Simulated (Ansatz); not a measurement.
**Ir (P6_3/mmc): equation of state with a fit, by script**

The task is an equation of state with a fit, for Ir (P6_3/mmc).

Program: Ansatz 0.2.0 through its Python package. Level of theory: DFT PBE, plane waves, PAW. These are calculated values, not measurements.

## (1) The system

It takes space group P6_3/mmc (No. 194, hexagonal). Conventional cell: a = 2.751 Å, b = 2.751 Å, c = 4.462 Å, α = 90.00°, β = 90.00°, γ = 120.00°. Ir (site symmetry -6m2) has 12 Ir at 2.74 to 2.75 Å as nearest neighbours.

No structure file is read: the coordinates are typed or built in the script.

## (2) Script

eos_ir.py reads:

```python
# -*- coding: utf-8 -*-
'''Equation of state of Ir.'''

import warnings

import ansatz
import numpy as np
from pymatgen.analysis.eos import EOS

vectors0 = np.array([
    [2.751378, 0.0, 0.0],
    [-1.375689, 2.382763, 0.0],
    [0.0, 0.0, 4.46229],
])
sites = [
    ('Ir', (2 / 3, 1 / 3, 0.75)),
    ('Ir', (1 / 3, 2 / 3, 0.25)),
]


def make_crystal(cell):
    crystal = ansatz.Crystal(lattice=ansatz.Lattice.of(cell))
    for symbol, position in sites:
        crystal = crystal.atom(symbol, position)
    return crystal

warnings.simplefilter('ignore', ansatz.DeckWarning)

# uniform scaling of the cell
volumes, energies, pressures = [], [], []
for scale in np.linspace(0.95, 1.07, 5):
    cell = vectors0 * scale ** (1 / 3)
    calc = (
        make_crystal(cell).calculation()
        .functional(ansatz.Functional.PBE)
        .basis(10 * ansatz.Ha)
        .occupations('methfessel_paxton')
        .mixing('broyden')
        .scf(tolerance=1e-05, max_iterations=80, extra_bands=16)
        .kpoints(10, 10, 5)
        .stress()
    )
    rep = calc.run(threads=1).report
    volumes.append(abs(np.linalg.det(cell)) / len(sites))
    energies.append(rep['free_energy_ev'] / len(sites))
    pressures.append(np.trace(rep['stress_gpa']) / 3)
    print(f'V = {volumes[-1]:8.4f} A^3/atom  F = {energies[-1]:.5f} eV/atom  P = {pressures[-1]:8.3f} GPa')

for form in ['vinet', 'murnaghan']:
    fit = EOS(eos_name=form).fit(volumes, energies)
    print(f'{form:18s} V0 {fit.v0:8.4f} A^3/atom  B0 {fit.b0_GPa:7.1f} GPa  B1 {fit.b1:5.2f}')
```

## (3) Launch

Started as:

```bash
python eos_ir.py
```

**Question.** Where does the minimum lie against the volume typed, and how stiff is the crystal?

As calculated:

| quantity | value |
| --- | --- |
| runs compared | 5 |
| range of energy | 69.16 meV/atom |
| lowest point, volume (Å³/atom) | 14.773 |

In words: Runs 1, 2, 3, 4, 5: each has a cutoff under the recommended one, so what rests on them isn't a property of the system. A third-order Birch-Murnaghan fit through the 5 points (the script's own form may differ a little) has its minimum at 14.65 Å³ an atom, 0.2 % above the typed cell, with a bulk modulus of 351 GPa and dB/dP = 1.6. From that minimum the energy rises by 44.8 meV an atom on the compressed side and 70.4 meV on the expanded side. The settings weren't tested for convergence. The cutoff lies under the one recommended for these potentials. Shape and fractional positions are held along the curve, so the bulk modulus is an upper value where they are free to relax. For a metal this k-point mesh is coarse: forces and stresses can move by several per cent on a finer one, and energies by some meV an atom. The program warned that this SCF threshold is loose for forces or stresses. Spin-orbit coupling, which matters for elements this heavy, is left out. This isn't the structure that Ir takes at ambient conditions. The structure needn't be the phase that is stable at ambient conditions.
